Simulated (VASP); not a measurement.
# C (Fd-3m) in VASP: a series of runs, part 2 of 2

VASP 6.6.1. The steps go on from the part before.

### 3 G0W0 quasiparticle levels, PBE

Input file POSCAR:

```
C
1.0
    0.0000000000      1.7833700000      1.7833700000
    1.7833700000      0.0000000000      1.7833700000
    1.7833700000      1.7833700000      0.0000000000
C
2
Direct
    0.7500000000      0.7500000000      0.7500000000
    0.5000000000      0.5000000000      0.5000000000
```

Input file INCAR.step1:

```
PREC = Accurate ; ENCUT = 500
EDIFF = 1E-8 ; ISMEAR = 0
SIGMA = 0.01 ; LREAL = F
LASPH = T ; NELM = 80
ALGO = Fast ; LWAVE = T
LCHARG = F ; GGA = PE
KPAR = 4
```

Input file INCAR.step2:

```
PREC = Accurate ; ENCUT = 500
EDIFF = 1E-8 ; ISMEAR = 0
SIGMA = 0.01 ; LREAL = F
LASPH = T ; NELM = 1
ALGO = Exact ; LWAVE = T
LCHARG = F ; GGA = PE
NBANDS = 76 ; LOPTICS = T
ISTART = 1 ; KPAR = 4
```

Input file INCAR.step3:

```
PREC = Accurate ; ENCUT = 500
EDIFF = 1E-8 ; ISMEAR = 0
SIGMA = 0.01 ; LREAL = F
LASPH = T ; ALGO = EVGW0
LWAVE = F ; LCHARG = F
GGA = PE ; NELMGW = 1
NBANDS = 76 ; ENCUTGW = 200
NOMEGA = 50 ; PRECFOCK = Fast
ISTART = 1 ; NBANDSGW = 12
KPAR = 4
```

Input file KPOINTS:

```
regular mesh
0
Gamma
  6 6 6
```

Potentials or basis: VASP PAW PBE potentials, release 64 (C_GW).

Run with:

```bash
$ cat potpaw_PBE.64/C_GW/POTCAR > POTCAR
$ cp INCAR.step1 INCAR
$ mpirun -np 4 vasp_std > vasp.out
$ cp INCAR.step2 INCAR
$ mpirun -np 4 vasp_std > vasp.out
$ cp INCAR.step3 INCAR
$ mpirun -np 4 vasp_std > vasp.out
```

OUTCAR:

```text
PREC = Accurate
   ENCUT = 500
   EDIFF = 1E-8
   ISMEAR = 0
   LREAL = F
   LASPH = T
   GGA = PE
   NELMGW = 1
   ENCUTGW = 200
   PRECFOCK = Fast
   ISTART = 1

 ion  position               nearest neighbor table
   1  0.750  0.750  0.750-   2 1.54   2 1.54   2 1.54   2 1.54
[... 193 lines left out ...]
      2       9.7645       9.0485     -17.6621     -16.7941     -19.1896       0.8249       2.0000       0.0752
      3       9.7645       9.0485     -17.6621     -16.7941     -19.1896       0.8249       2.0000       0.0752
      4       9.7645       9.0485     -17.6621     -16.7941     -19.1896       0.8249       2.0000       0.0752
      5      15.3561      16.3926     -14.2566     -15.5185      -9.3139       0.8214       0.0000      -0.0998
      6      15.3561      16.3926     -14.2566     -15.5185      -9.3139       0.8214       0.0000      -0.0998
      7      15.3561      16.3926     -14.2566     -15.5185      -9.3139       0.8214       0.0000      -0.0998
      8      23.0861      23.9845     -15.2111     -16.3782      -7.7856       0.7698       0.0000      -0.2478
      9      29.0593      29.3470     -11.5068     -11.8638      -4.3308       0.8057       0.0000      -0.4016
     10      36.3019      37.2545     -12.7294     -13.8800      -5.9015       0.8280       0.0000      -0.5867
     11      36.3019      37.2545     -12.7294     -13.8800      -5.9015       0.8280       0.0000      -0.5867
     12      37.3044      37.6756     -11.0595     -11.5104      -3.2624       0.8231       0.0000      -1.0075
[... 228 lines left out ...]
      1      -2.4582      -3.9103     -17.7002     -15.7829     -23.3671       0.7574       2.0000       0.4030
      2      -2.4582      -3.9103     -17.7002     -15.7829     -23.3671       0.7574       2.0000       0.4030
      3       1.9532       0.7557     -16.6178     -15.1070     -20.2494       0.7926       2.0000       0.1687
      4       1.9532       0.7557     -16.6178     -15.1070     -20.2494       0.7926       2.0000       0.1687
      5      17.9862      18.7822     -13.2694     -14.2388      -7.6225       0.8211       0.0000      -0.1311
      6      17.9862      18.7822     -13.2694     -14.2388      -7.6225       0.8211       0.0000      -0.1311
      7      24.2758      25.5603     -14.5698     -16.2339      -6.9593       0.7719       0.0000      -0.2869
      8      24.2758      25.5603     -14.5698     -16.2339      -6.9593       0.7719       0.0000      -0.2869
      9      31.4613      32.5698     -13.8395     -15.2573      -5.4857       0.7819       0.0000      -0.6251
     10      31.4613      32.5698     -13.8395     -15.2573      -5.4857       0.7819       0.0000      -0.6251
     11      40.4476      41.2857     -12.3482     -13.3860      -4.2500       0.8076       0.0000      -1.0652
     12      40.4476      41.2857     -12.3482     -13.3860      -4.2500       0.8076       0.0000      -1.0652
```

OUTCAR.step1:

```text
PREC = Accurate
   ENCUT = 500
   EDIFF = 1E-8
   ISMEAR = 0
   LREAL = F
   LASPH = T
[... 388 lines left out ...]
 -----------------------------------------------------------------------------------
      2.67505      2.67505      2.67505        -0.000000     -0.000000     -0.000000
      1.78337      1.78337      1.78337         0.000000      0.000000      0.000000
 -----------------------------------------------------------------------------------
    total drift:                                0.000000     -0.000000      0.000000

  FREE ENERGIE OF THE ION-ELECTRON SYSTEM (eV)
  ---------------------------------------------------
  free  energy   TOTEN  =       -18.1927337972 eV

  energy  without entropy=      -18.1927337972  energy(sigma->0) =      -18.19273380
```

OUTCAR.step2:

```text
PREC = Accurate
   ENCUT = 500
   EDIFF = 1E-8
   ISMEAR = 0
   LREAL = F
[... 851 lines left out ...]
     0.00000     6.27729     6.27729     6.27729     0.00000     0.00000    -0.00000
     2.60500     6.67632     6.67632     6.67632     0.00000     0.00000    -0.00000
     5.21000    10.45453    10.45453    10.45453     0.00000     0.00000    -0.00000
     7.81500    11.29791    11.29791    11.29791     0.00000     0.00000    -0.00000
    10.42000    16.56119    16.56119    16.56119     0.00000     0.00000    -0.00000
    13.02500    -2.49152    -2.49152    -2.49152    -0.00000    -0.00000     0.00000
[... 92 lines left out ...]
   255.28995     0.98444     0.98444     0.98444    -0.00000    -0.00000     0.00000
   257.89495     0.98476     0.98476     0.98476    -0.00000    -0.00000     0.00000
```

Run time: 12 s. Hardware: 4 MPI ranks of Intel Xeon 6975P-C (Granite Rapids), shared host; peak memory 0.24 GiB.

Results:

```yaml
Band_gap_on_the_k_mesh_mean-field_level: 4.15 eV, indirect (least direct gap 5.59 eV)
Quasiparticle_gap: 5.50 eV
Least_direct_quasiparticle_gap: 7.34 eV
```

Caveat: the k mesh is coarse (spacing up to 0.51 Å⁻¹), so the values aren't converged; bands, screening cutoff and mesh are small and nothing is extrapolated, so the quasiparticle values aren't converged. A k mesh can miss the band edges.

### 4 G0W0 quasiparticle levels, PBE

POSCAR is that of step 3.

Input file INCAR.step1:

```
SYSTEM = C
ALGO = Fast
EDIFF = 1E-8
ENCUT = 500
GGA = PE
ISMEAR = 0
KPAR = 4
LASPH = .True.
LCHARG = .False.
LREAL = .False.
LWAVE = .True.
NELM = 100
PREC = Accurate
SIGMA = 0.01
```

Input file INCAR.step2:

```
SYSTEM = C
ALGO = Exact
EDIFF = 1E-8
ENCUT = 500
GGA = PE
ISMEAR = 0
ISTART = 1
KPAR = 4
LASPH = .True.
LCHARG = .False.
LOPTICS = .True.
LREAL = .False.
LWAVE = .True.
NBANDS = 76
NELM = 1
PREC = Accurate
SIGMA = 0.01
```

Input file INCAR.step3:

```
SYSTEM = C
ALGO = EVGW0
EDIFF = 1E-8
ENCUT = 500
ENCUTGW = 200
GGA = PE
ISMEAR = 0
ISTART = 1
KPAR = 4
LASPH = .True.
LCHARG = .False.
LREAL = .False.
LWAVE = .False.
NBANDS = 76
NBANDSGW = 12
NELMGW = 1
NOMEGA = 50
PREC = Accurate
PRECFOCK = Fast
SIGMA = 0.01
```

Input file KPOINTS:

```
k-points
0
Gamma
  6 6 6
  0 0 0
```

Potentials or basis: VASP PAW PBE potentials, release 64 (C_GW).

Run with:

```bash
$ cat potpaw_PBE.64/C_GW/POTCAR > POTCAR
$ cp INCAR.step1 INCAR
$ mpirun -np 4 vasp_std > vasp.out
$ cp INCAR.step2 INCAR
$ mpirun -np 4 vasp_std > vasp.out
$ cp INCAR.step3 INCAR
$ mpirun -np 4 vasp_std > vasp.out
```

OUTCAR:

```text
SYSTEM = C
   EDIFF = 1E-8
   ENCUT = 500
   ENCUTGW = 200
   GGA = PE
   ISMEAR = 0
   ISTART = 1
   LASPH = .True.
   LREAL = .False.
   NELMGW = 1
   PREC = Accurate
   PRECFOCK = Fast

 ion  position               nearest neighbor table
   1  0.750  0.750  0.750-   2 1.54   2 1.54   2 1.54   2 1.54
   2  0.500  0.500  0.500-   1 1.54   1 1.54   1 1.54   1 1.54
[... 192 lines left out ...]
      2       9.7645       9.0485     -17.6621     -16.7941     -19.1896       0.8249       2.0000       0.0752
      3       9.7645       9.0485     -17.6621     -16.7941     -19.1896       0.8249       2.0000       0.0752
      4       9.7645       9.0485     -17.6621     -16.7941     -19.1896       0.8249       2.0000       0.0752
      5      15.3561      16.3926     -14.2566     -15.5185      -9.3139       0.8214       0.0000      -0.0998
      6      15.3561      16.3926     -14.2566     -15.5185      -9.3139       0.8214       0.0000      -0.0998
      7      15.3561      16.3926     -14.2566     -15.5185      -9.3139       0.8214       0.0000      -0.0998
      8      23.0861      23.9845     -15.2111     -16.3782      -7.7856       0.7698       0.0000      -0.2478
      9      29.0593      29.3470     -11.5068     -11.8638      -4.3308       0.8057       0.0000      -0.4016
     10      36.3019      37.2545     -12.7294     -13.8800      -5.9015       0.8280       0.0000      -0.5867
     11      36.3019      37.2545     -12.7294     -13.8800      -5.9015       0.8280       0.0000      -0.5867
     12      37.3044      37.6756     -11.0595     -11.5104      -3.2624       0.8231       0.0000      -1.0075
[... 228 lines left out ...]
      1      -2.4582      -3.9103     -17.7002     -15.7829     -23.3671       0.7574       2.0000       0.4030
      2      -2.4582      -3.9103     -17.7002     -15.7829     -23.3671       0.7574       2.0000       0.4030
      3       1.9532       0.7557     -16.6178     -15.1070     -20.2494       0.7926       2.0000       0.1687
      4       1.9532       0.7557     -16.6178     -15.1070     -20.2494       0.7926       2.0000       0.1687
      5      17.9862      18.7822     -13.2694     -14.2388      -7.6225       0.8211       0.0000      -0.1311
      6      17.9862      18.7822     -13.2694     -14.2388      -7.6225       0.8211       0.0000      -0.1311
      7      24.2758      25.5603     -14.5698     -16.2339      -6.9593       0.7719       0.0000      -0.2869
      8      24.2758      25.5603     -14.5698     -16.2339      -6.9593       0.7719       0.0000      -0.2869
      9      31.4613      32.5698     -13.8395     -15.2573      -5.4857       0.7819       0.0000      -0.6251
     10      31.4613      32.5698     -13.8395     -15.2573      -5.4857       0.7819       0.0000      -0.6251
     11      40.4476      41.2857     -12.3482     -13.3860      -4.2500       0.8076       0.0000      -1.0652
     12      40.4476      41.2857     -12.3482     -13.3860      -4.2500       0.8076       0.0000      -1.0652
```

It took 14 s on 4 MPI ranks of Intel Xeon 6975P-C (Granite Rapids), shared host; peak memory 0.23 GiB.

Results:

```yaml
Band_gap_on_the_k_mesh_mean-field_level: 4.15 eV, indirect (least direct gap 5.59 eV)
Quasiparticle_gap: 5.50 eV
Least_direct_quasiparticle_gap: 7.34 eV
```

Levels at points of the mesh, in eV from the valence-band top:
```
           k point  band 2  band 3  band 4  band 5  band 6  band 7
(0.00, 0.00, 0.00)    0.00    0.00    0.00    5.59    5.59    5.59
(0.50, 0.00, 0.00)  -13.37   -2.80   -2.80    8.46    8.46    8.84
(0.50, 0.50, 0.00)  -12.77   -6.30   -6.30    4.76    4.76   16.81
```

Caveat: the k mesh is coarse (spacing up to 0.51 Å⁻¹), so the values aren't converged; bands, screening cutoff and mesh are small and nothing is extrapolated, so the quasiparticle values aren't converged.
